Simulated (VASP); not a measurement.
# V (Im-3m) in VASP: settings compared

One crystal, V, is run at these levels: PBEsol, LDA, PBE; tasks: relaxation of cell and atoms.

Everything below comes from runs of VASP 6.6.1. Logs are shortened: lines on timing, memory, paths and dates and some standing lists are left out, and cuts for length are marked.

**1. The structure**

Symmetry: Im-3m, No. 229, cubic system. Conventional cell: a = 3.026 Å, b = 3.026 Å, c = 3.026 Å, α = 90.00°, β = 90.00°, γ = 90.00°. Around V (site symmetry m-3m) lie 8 V at 2.62 Å.

**2. Relaxation of cell and atoms, PBEsol**

File INCAR:

```
SYSTEM = V
  ALGO = Normal
  EDIFF = 1E-7
  EDIFFG = -0.005
  ENCUT = 600
  GGA = PS
  IBRION = 2
  ISIF = 3
  ISMEAR = 0
  LASPH = .TRUE.
  LCHARG = .FALSE.
  LREAL = .FALSE.
  LWAVE = .FALSE.
  NELM = 100
  NSW = 90
  PREC = Accurate
  SIGMA = 0.1
```

File KPOINTS:

```
k-points
0
G
  20 20 20
  0 0 0
```

File POSCAR:

```
V
1.0
   -1.5129450000      1.5129450000      1.5129450000
    1.5129450000     -1.5129450000      1.5129450000
    1.5129450000      1.5129450000     -1.5129450000
V
1
Direct
    0.0000000000      0.0000000000      0.0000000000
```

Potentials or basis: VASP PAW PBE potentials, release 64 (V_sv).

On the command line:

```
> cat potpaw_PBE.64/V_sv/POTCAR > POTCAR
> mpirun -np 1 vasp_std > vasp.out
```

OUTCAR:

```text
SYSTEM = V
   EDIFF = 1E-7
   EDIFFG = -0.005
   ENCUT = 600
   GGA = PS
   IBRION = 2
   ISIF = 3
   ISMEAR = 0
   LASPH = .TRUE.
   LREAL = .FALSE.
   NELM = 100
   NSW = 90
   PREC = Accurate

 ion  position               nearest neighbor table
   1  0.000  0.000  0.000-

  LATTYP: Found a body centered cubic cell.
 ALAT       =     3.0258900000

  Lattice vectors:

 A1 = (  -1.5129450000,   1.5129450000,   1.5129450000)
 A2 = (   1.5129450000,  -1.5129450000,   1.5129450000)
 A3 = (   1.5129450000,   1.5129450000,  -1.5129450000)

Analysis of symmetry for initial positions (statically):
=====================================================================
 Subroutine PRICEL returns:
 Original cell was already a primitive cell.

 Routine SETGRP: Setting up the symmetry group for a
 body centered cubic supercell.

 Subroutine GETGRP returns: Found 48 space group operations
 (whereof 48 operations were pure point group operations)
 out of a pool of 48 trial point group operations.

The static configuration has the point symmetry O_h .

Analysis of symmetry for dynamics (positions and initial velocities):
=====================================================================
 Subroutine PRICEL returns:
 Original cell was already a primitive cell.

 Routine SETGRP: Setting up the symmetry group for a
 body centered cubic supercell.

 Subroutine GETGRP returns: Found 48 space group operations
 (whereof 48 operations were pure point group operations)
 out of a pool of 48 trial point group operations.

The dynamic configuration has the point symmetry O_h .

 Subroutine INISYM returns: Found 48 space group operations
 (whereof 48 operations are pure point group operations),
 and found     1 'primitive' translations

----------------------------------------------------------------------------------------

                                     Primitive cell

  volume of cell :      13.8525

  direct lattice vectors                    reciprocal lattice vectors
    -1.512945000  1.512945000  1.512945000     0.000000000  0.330481280  0.330481280
     1.512945000 -1.512945000  1.512945000     0.330481280  0.000000000  0.330481280
     1.512945000  1.512945000 -1.512945000     0.330481280  0.330481280  0.000000000

  length of vectors
     2.620497609  2.620497609  2.620497609     0.467371108  0.467371108  0.467371108

  position of ions in fractional coordinates (direct lattice)
     0.000000000  0.000000000  0.000000000

  ion indices of the primitive-cell ions
   primitive index   ion index
                 1           1

----------------------------------------------------------------------------------------

 KPOINTS: k-points

Automatic generation of k-mesh.
 Grid dimensions read from file:
 generate k-points for:   20   20   20

 Generating k-lattice:

  Cartesian coordinates                     Fractional coordinates (reciprocal lattice)
     0.000000000  0.016524064  0.016524064     0.050000000  0.000000000  0.000000000
     0.016524064  0.000000000  0.016524064     0.000000000  0.050000000  0.000000000
     0.016524064  0.016524064  0.000000000     0.000000000  0.000000000  0.050000000

  Length of vectors
     0.023368555  0.023368555  0.023368555

  Shift w.r.t. Gamma in fractional coordinates (k-lattice)
     0.000000000  0.000000000  0.000000000

 Subroutine IBZKPT returns following result:
 ===========================================

 Found    256 irreducible k-points:

 Following reciprocal coordinates:
            Coordinates               Weight
  0.000000  0.000000  0.000000      1.000000
  0.050000  0.000000  0.000000     12.000000
  0.100000  0.000000  0.000000     12.000000
  0.150000  0.000000  0.000000     12.000000
  0.200000  0.000000  0.000000     12.000000
  0.250000  0.000000  0.000000     12.000000
[... 16 lines left out ...]
  0.200000  0.100000 -0.000000     48.000000
  0.250000  0.100000 -0.000000     48.000000
 [... further k-points ...]
   k-points           NKPTS =    256   k-points in BZ     NKDIM =    256   number of bands    NBANDS=     10
   number of dos      NEDOS =    301   number of ions     NIONS =      1
   total plane-waves  NPLWV =  13824
   dimension x,y,z NGX =    24 NGY =   24 NGZ =   24
   dimension x,y,z NGXF=    48 NGYF=   48 NGZF=   48
   ions per type =               1
   NGX,Y,Z   is equivalent  to a cutoff of  15.23, 15.23, 15.23 a.u.
   NGXF,Y,Z  is equivalent  to a cutoff of  30.45, 30.45, 30.45 a.u.
 SYSTEM =  V
   PREC   = accura    normal or accurate (medium, high low for compatibility)
   ISTART =      0    job   : 0-new  1-cont  2-samecut
   ICHARG =      2    charge: 1-file 2-atom 10-const
   ISPIN  =      1    spin polarized calculation?
   LNONCOLLINEAR =      F non collinear calculations
   LSORBIT =      F    spin-orbit coupling
   LASPH  =      T    aspherical Exc in radial PAW
   ENCUT  =  600.0 eV  44.10 Ry    6.64 a.u.   5.23  5.23  5.23*2*pi/ulx,y,z
   NELM   =    100;   NELMIN=  2; NELMDL= -5     # of ELM steps
   EDIFF  = 0.1E-06   stopping-criterion for ELM
   LREAL  =      F    real-space projection
   EDIFFG = -.5E-02   stopping-criterion for IOM
   NSW    =     90    number of steps for IOM
   IBRION =      2    ionic relax: 0-MD 1-quasi-New 2-CG
   NFREE  =      1    steps in history (QN), initial steepest desc. (CG)
   ISIF   =      3    stress and relaxation
   ISYM   =      2    0-nonsym 1-usesym 2-fastsym
   POTIM  = 0.5000    time-step for ionic-motion
   TEBEG  =    0.0;   TEEND  =   0.0 temperature during run
   PSTRESS=    0.0 pullay stress
   NELECT =      13.0000    total number of electrons
   NUPDOWN=      -1.0000    fix difference up-down
   EMIN   =  10.00;   EMAX   =-10.00  energy-range for DOS
   EFERMI =   0.00;   METHOD = LEGACY
   ISMEAR =     0;   SIGMA  =   0.10  broadening in eV -4-tet -1-fermi 0-gaus
   EFERMI_NEDOS =   21; number of points for ismear=-14 and -15
   IALGO  =     38    algorithm
   IMIX   =      4    mixing-type and parameters
     AMIX     =   0.40;   BMIX     =  1.00
     AMIX_MAG =   1.60;   BMIX_MAG =  1.00
  volume/ion in A,a.u.               =      13.85        93.48
  Fermi-wavevector in a.u.,A,eV,Ry     =   1.602801  3.028854 34.952953  2.568970
  Thomas-Fermi vector in A             =   2.699564
   LORBIT       =      0    0 simple, 1 ext, 2 COOP (PROOUT), +10 PAW based schemes
   GGA     = PS    functional components
   LHFCALC =     F    Hartree Fock is set to
   AEXX    =    0.0000 exact exchange contribution
   IVDW    =     0    specifies the selected vdW correction
   LEPSILON=     F    determine dielectric tensor
   LRPA    =     F    only Hartree local field effects (RPA)
 conjugate gradient relaxation of ions
 non-spin polarized calculation
 Gauss-broadening in eV      SIGMA  =   0.10
  energy-cutoff  :      600.00
  volume of cell :       13.85
 maximum number of plane-waves:       476
 NGX is ok and might be reduce to    24
   NGX = 11   NGY = 11   NGZ = 11

--------------------------------------- Ionic step        1  -------------------------------------------

 number of electron      13.0000003 magnetization

 Free energy of the ion-electron system (eV)
  ---------------------------------------------------
  ext. energy  EPLUGINS =         0.00000000
  ---------------------------------------------------
  free energy    TOTEN  =        -9.60600482 eV

  energy without entropy =       -9.59701437  energy(sigma->0) =       -9.60150960

 E-fermi :   9.2137     XC(G=0): -12.9050

 val. band max:        9.2104522413   @ k =  -0.3500   0.4000   0.1500
 cond. band min:       9.2192855779   @ k =   0.3500   0.1500   0.1000
 fundamental gap:      0.0088333366
 Fermi energy:         9.2136628069

 k-point     1 :       0.0000    0.0000    0.0000
  band No.  band energies     occupation
      1     -54.2956      2.00000
      2     -27.7403      2.00000
      3     -27.7403      2.00000
      4     -27.7403      2.00000
      5       2.6828      2.00000
      6       9.6214      0.00000
      7       9.6214      0.00000
      8       9.6214      0.00000
      9      11.5549      0.00000
     10      11.5549      0.00000

 k-point     2 :       0.0500    0.0000    0.0000
  band No.  band energies     occupation
      1     -54.2912      2.00000
      2     -27.7616      2.00000
      3     -27.7468      2.00000
      4     -27.7404      2.00000
      5       2.7818      2.00000
      6       9.5797      0.00000
      7       9.6131      0.00000
      8       9.6912      0.00000
      9      11.5062      0.00000
     10      11.5576      0.00000
[... 378 lines left out ...]
 POSITION                                       TOTAL-FORCE (eV/Angst)
 -----------------------------------------------------------------------------------
      0.00000      0.00000      0.00000         0.000000      0.000000      0.000000
 -----------------------------------------------------------------------------------
    total drift:                                0.000000      0.000000     -0.000000

  FREE ENERGIE OF THE ION-ELECTRON SYSTEM (eV)
  ---------------------------------------------------
  free  energy   TOTEN  =        -9.6400275465 eV

  energy  without entropy=       -9.6315813085  energy(sigma->0) =       -9.63580443

--------------------------------------- Ionic step        4  -------------------------------------------

 number of electron      12.9999997 magnetization

 Free energy of the ion-electron system (eV)
  ---------------------------------------------------
  ext. energy  EPLUGINS =         0.00000000
  ---------------------------------------------------
  free energy    TOTEN  =        -9.64003992 eV

  energy without entropy =       -9.63160312  energy(sigma->0) =       -9.63582152

 E-fermi :  10.0442     XC(G=0): -13.2723

 val. band max:       10.0416431764   @ k =   0.3000   0.0000   0.0000
 cond. band min:      10.0561233122   @ k =  -0.3500   0.4500   0.1500
 fundamental gap:      0.0144801358
 Fermi energy:        10.0442483673

 k-point     1 :       0.0000    0.0000    0.0000
  band No.  band energies     occupation
      1     -53.3857      2.00000
      2     -26.7195      2.00000
      3     -26.7195      2.00000
      4     -26.7195      2.00000
      5       3.3711      2.00000
      6      10.4663      0.00000
      7      10.4663      0.00000
      8      10.4663      0.00000
      9      12.5709      0.00000
     10      12.5709      0.00000

 k-point     2 :       0.0500    0.0000    0.0000
  band No.  band energies     occupation
      1     -53.3800      2.00000
      2     -26.7459      2.00000
      3     -26.7275      2.00000
      4     -26.7197      2.00000
      5       3.4764      2.00000
      6      10.4201      0.00000
      7      10.4572      0.00000
      8      10.5428      0.00000
      9      12.5162      0.00000
     10      12.5738      0.00000
[... 308 lines left out ...]
 POSITION                                       TOTAL-FORCE (eV/Angst)
 -----------------------------------------------------------------------------------
      0.00000      2.95936      0.00000         0.000000      0.000000     -0.000000
 -----------------------------------------------------------------------------------
    total drift:                               -0.000000     -0.000000      0.000000

  FREE ENERGIE OF THE ION-ELECTRON SYSTEM (eV)
  ---------------------------------------------------
  free  energy   TOTEN  =        -9.6400399204 eV

  energy  without entropy=       -9.6316031173  energy(sigma->0) =       -9.63582152

 reached required accuracy - stopping structural energy minimisation
```

It took 44 s on 1 thread of Intel Xeon Platinum 8488C (Sapphire Rapids), shared host; peak memory 0.18 GiB.

What came out:

```yaml
Free_energy: -9.6400 eV
Relaxed_volume: 12.96 Å³/atom
Relaxed_cell: a = 2.563 Å, b = 2.563 Å, c = 2.563 Å, α = 109.47°, β = 109.47°, γ = 109.47°
Space_group_after_relaxing_to_0.05_Å: Im-3m (No. 229)
Energy_gained_by_relaxing: 34.0 meV/atom
Ionic_steps: 4
Pressure_after_relaxing: 0.0 GPa
Band_gap_on_the_k_mesh: none (metal or under the smearing width)
```

Step by step:
```csv
step,energy change (eV),largest force (eV/Å),pressure (GPa),volume (Å³)
1,0.0000,0.0000,-11.56,13.85
2,0.0218,0.0000,18.77,11.94
3,-0.0340,0.0000,-0.24,12.98
4,-0.0340,0.0000,0.03,12.96
```

Final structure:
```yaml
crystal:
  lattice:
    - [-1.47968, 1.47968, 1.47968]
    - [1.47968, -1.47968, 1.47968]
    - [1.47968, 1.47968, -1.47968]
  atoms:
    - { symbol: V, position: [0.00000, 0.00000, 0.00000] }
```

Levels at points of the mesh, in eV from the Fermi level:
| k point | band 5 | band 6 | band 7 | band 8 | band 9 | band 10 |
| --- | --- | --- | --- | --- | --- | --- |
| (0.00, 0.00, 0.00) | -6.67 | 0.42 | 0.42 | 0.42 | 2.53 | 2.53 |
| (0.50, 0.00, 0.00) | -3.32 | -1.21 | 1.80 | 2.54 | 2.91 | 4.36 |
| (0.50, 0.50, 0.50) | -3.19 | -3.19 | 3.94 | 3.94 | 3.94 | 10.55 |

Caveat: the PAW data sets were made with another functional, which shifts forces and pressure a little.

**3. Relaxation of cell and atoms, LDA**

INCAR: that of step 2 with these lines changed.

```diff
@@ -5,3 +5,2 @@
   ENCUT = 600
-  GGA = PS
   IBRION = 2
```

KPOINTS is that of step 2.

POSCAR is that of step 2.

Potentials or basis: VASP PAW LDA potentials, release 64 (V_sv).

On the command line:

```
> cat potpaw_LDA.64/V_sv/POTCAR > POTCAR
> mpirun -np 1 vasp_std > vasp.out
```

Wall time 40 s (1 thread of Intel Xeon Platinum 8488C (Sapphire Rapids), shared host); peak memory 0.18 GiB.

It converged, with:

| Property | Result |
| --- | --- |
| Free energy | -9.9545 eV |
| Relaxed volume | 12.56 Å³/atom |
| Relaxed cell | a = 2.536 Å, b = 2.536 Å, c = 2.536 Å, α = 109.47°, β = 109.47°, γ = 109.47° |
| Space group after relaxing (to 0.05 Å) | Im-3m (No. 229) |
| Energy gained by relaxing | 74.6 meV/atom |
| Ionic steps | 4 |
| Pressure after relaxing | -0.1 GPa |
| Band gap on the k mesh | none (metal or under the smearing width) |

Step by step:
```tsv
step	energy change (eV)	largest force (eV/Å)	pressure (GPa)	volume (Å³)
1	0.0000	0.0000	-17.10	13.85
2	0.0605	0.0000	32.60	11.09
3	-0.0745	0.0000	-0.61	12.59
4	-0.0746	0.0000	-0.06	12.56
```

Final structure:
```xyz
1
Lattice="-1.4644 1.4644 1.4644 1.4644 -1.4644 1.4644 1.4644 1.4644 -1.4644" Properties=species:S:1:pos:R:3 pbc="T T T"
V     1.4644   -1.4644    1.4644
```

Levels at points of the mesh, in eV from the Fermi level:
```
           k point  band 4  band 5  band 6  band 7  band 8  band 9
(0.00, 0.00, 0.00)  -36.46   -6.65    0.40    0.40    0.40    2.58
(0.50, 0.00, 0.00)  -36.47   -3.42   -1.30    2.02    2.60    2.98
(0.50, 0.50, 0.50)  -37.24   -3.35   -3.35    4.07    4.07    4.07
```

(Continued in part 2 of 2.)
